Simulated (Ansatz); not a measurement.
Steps from a short run of molecular dynamics on a 2×2×3 supercell (24 atoms) of SiC (rocksalt), relaxed with r2SCAN; forces from PBE in the PAW code Ansatz, 4×4×2 mesh, Fermi-Dirac smearing of 0.086 eV, a Nosé-Hoover thermostat at fixed volume, set at 1000 K. Spin polarisation is off, nuclei are classical, and the run is far too short for thermal averages. The structure comes from a prototype and may be hypothetical.

Cell vectors in Å:
```
0.0000 4.0277 4.0277
4.0277 0.0000 4.0277
6.0416 6.0416 0.0000
```

Question: At 4 fs the positions in Å are
```
Si   0.001   0.002   0.019
C    2.045   1.986   1.961
Si   2.007   2.032   0.009
C    3.988   4.026   2.043
Si   3.999   4.041  -0.022
C    6.035   6.037   2.013
Si   2.011   0.017   2.006
C    4.060   2.090   4.035
Si   4.049   1.989   2.019
C    6.027   4.065   4.031
Si   6.029   4.015   2.020
C    8.056   6.066   4.018
Si  -0.023   2.013   2.034
C    1.966   4.040   3.982
Si   2.042   3.983   2.017
C    4.012   6.021   4.053
Si   4.036   6.020   2.004
C    5.990   7.965   4.071
Si   2.025   2.012   4.036
C    4.041   4.016   6.028
Si   4.047   4.048   4.013
C    6.031   5.996   6.044
Si   6.056   6.104   4.005
C    8.096   8.049   6.071
```
What are the forces, and how far does the free energy (smearing included) lie above that of step 0, with the atoms on their sites?

Answer: 16.3 meV an atom; forces in eV/Å:
```
Si   0.106   0.278  -0.513
C   -0.485  -0.025   1.082
Si   0.189  -0.252  -0.539
C    0.779   0.094  -0.629
Si  -0.113  -0.397   0.463
C    0.128  -0.167  -0.351
Si   0.384  -0.240  -0.368
C   -0.790  -0.844   0.063
Si   0.224  -0.001  -0.081
C    0.588  -0.110  -0.495
Si  -0.034  -0.369   0.224
C    0.478   0.065   0.035
Si   0.415   0.359  -0.403
C   -0.137  -0.859   0.727
Si  -0.536   0.580  -0.118
C   -0.094   0.469  -0.415
Si  -0.535   0.047   0.433
C    0.711   1.859  -0.333
Si   0.226   0.449  -0.032
C   -0.403  -0.271   0.599
Si  -0.278   0.119   0.403
C    0.438   0.793   0.080
Si  -0.584  -1.533   0.657
C   -0.677  -0.042  -0.489
```

Question: At 24 fs the positions in Å are
```
Si  -0.014   0.030   0.053
C    2.078   1.924   1.978
Si   1.993   2.071  -0.012
C    4.018   4.021   2.021
Si   3.883   4.068  -0.072
C    6.044   6.010   1.984
Si   2.035   0.043   1.930
C    4.033   2.203   4.065
Si   4.162   1.866   2.039
C    6.076   4.198   3.962
Si   5.974   3.923   2.053
C    8.128   6.179   3.986
Si  -0.072   2.044   2.089
C    1.806   3.909   3.967
Si   2.097   3.834   2.027
C    3.924   6.042   4.063
Si   4.019   5.940   1.996
C    5.887   8.123   4.160
Si   2.099   2.057   4.081
C    4.017   3.941   6.069
Si   4.107   4.156   3.997
C    6.085   5.981   6.085
Si   6.073   6.170   3.954
C    8.072   7.994   6.065
```
What are the forces, and how far does the free energy (smearing included) lie above that of step 0, with the atoms on their sites?

Answer: 76.9 meV an atom; forces in eV/Å:
```
Si  -1.007  -0.604  -0.171
C   -0.428   0.895  -0.235
Si  -0.247  -1.083   0.462
C   -0.421  -0.303   0.120
Si   2.635  -0.046   0.468
C    0.032   1.003   1.217
Si  -0.480  -1.141   0.414
C    0.900  -0.800  -0.374
Si  -1.156   0.655  -0.026
C   -1.195  -0.824   1.052
Si   0.936   1.101  -1.439
C   -1.377  -0.454   0.139
Si   0.584  -0.713  -0.092
C    2.263   1.454   0.255
Si  -0.670   1.034   0.457
C    0.839   0.036   0.025
Si   0.464   1.221  -0.305
C    0.125  -1.517  -1.488
Si  -0.578  -0.349   0.044
C    0.372   1.192  -0.844
Si  -0.702  -1.123   0.525
C   -0.555   0.200  -0.198
Si  -0.008   0.219   0.208
C   -0.325  -0.054  -0.215
```

Question: At 48 fs the positions in Å are
```
Si  -0.112   0.051   0.057
C    1.959   1.983   2.038
Si   1.985   1.990   0.013
C    4.017   3.995   1.990
Si   4.018   4.062  -0.034
C    6.027   6.170   2.071
Si   1.999  -0.040   1.945
C    4.121   1.957   4.015
Si   4.124   1.887   2.040
C    5.979   4.077   4.104
Si   6.015   3.966   1.944
C    7.936   6.122   4.014
Si   0.010   2.018   2.091
C    2.169   4.139   4.041
Si   2.054   3.873   2.058
C    4.061   6.117   4.037
Si   4.025   5.994   1.983
C    5.890   8.158   3.920
Si   2.117   2.060   4.081
C    4.033   4.032   5.976
Si   4.069   4.132   4.040
C    6.027   6.017   6.061
Si   6.063   6.097   3.984
C    7.920   8.021   5.979
```
What are the forces, and how far does the free energy (smearing included) lie above that of step 0, with the atoms on their sites?

Answer: 65.9 meV an atom; forces in eV/Å:
```
Si   0.465  -0.338  -0.526
C    0.957  -0.134   0.609
Si   1.062   1.371  -0.155
C    0.773   0.338   0.149
Si  -1.560  -0.690   0.395
C   -0.471  -2.007  -1.599
Si   0.060   0.842   0.794
C   -1.935   0.057   0.142
Si  -0.658   1.366  -0.608
C    1.035  -0.241  -1.084
Si  -0.768  -0.340   0.772
C    1.912  -0.265   0.093
Si   0.497   0.737  -1.420
C   -1.279  -2.351  -0.236
Si  -0.152   1.497  -0.623
C   -0.240   0.013  -0.289
Si  -0.854  -0.026   0.830
C    1.219   0.999   2.269
Si  -0.218  -0.130  -1.237
C   -0.514  -1.092   1.340
Si   0.532  -0.141  -0.556
C    0.671   0.431  -0.092
Si  -1.106  -0.749   1.050
C    0.573   0.851  -0.020
```

Question: At 52 fs the positions in Å are
```
Si  -0.122   0.058   0.056
C    1.956   1.969   2.044
Si   1.998   1.988   0.027
C    4.012   4.006   2.004
Si   4.033   4.052  -0.019
C    6.002   6.154   2.025
Si   1.984  -0.041   1.974
C    4.103   1.905   4.010
Si   4.097   1.926   2.031
C    5.985   4.036   4.119
Si   6.018   3.984   1.927
C    7.938   6.088   4.027
Si   0.038   2.015   2.074
C    2.215   4.168   4.028
Si   2.048   3.910   2.054
C    4.095   6.123   4.031
Si   4.023   6.008   1.988
C    5.920   8.133   3.935
Si   2.112   2.049   4.057
C    4.030   4.011   5.982
Si   4.062   4.114   4.037
C    6.015   6.009   6.044
Si   6.051   6.079   4.008
C    7.925   8.069   5.977
```
What are the forces, and how far does the free energy (smearing included) lie above that of step 0, with the atoms on their sites?

Answer: 57.6 meV an atom; forces in eV/Å:
```
Si   0.408  -1.077  -0.797
C    1.239   0.202   0.550
Si   0.626   1.489  -0.520
C    0.913   0.096   0.012
Si  -1.363  -0.496   0.158
C   -0.193  -1.754  -0.608
Si   0.361   0.660   0.235
C   -1.447   0.894   0.034
Si  -0.336   0.632  -0.472
C    0.807  -0.241  -1.182
Si  -0.629  -0.484   0.765
C    1.513  -0.040  -0.048
Si  -0.173   0.715  -0.981
C   -1.870  -2.758   0.054
Si  -0.340   1.333  -0.363
C   -0.498  -0.120  -0.261
Si  -0.953   0.074   0.792
C    1.198   1.088   1.664
Si  -0.404  -0.014  -0.645
C   -0.377  -0.532   1.242
Si   1.098   0.032  -0.303
C    0.732   0.747   0.064
Si  -0.708  -0.634   0.637
C    0.397   0.185  -0.026
```
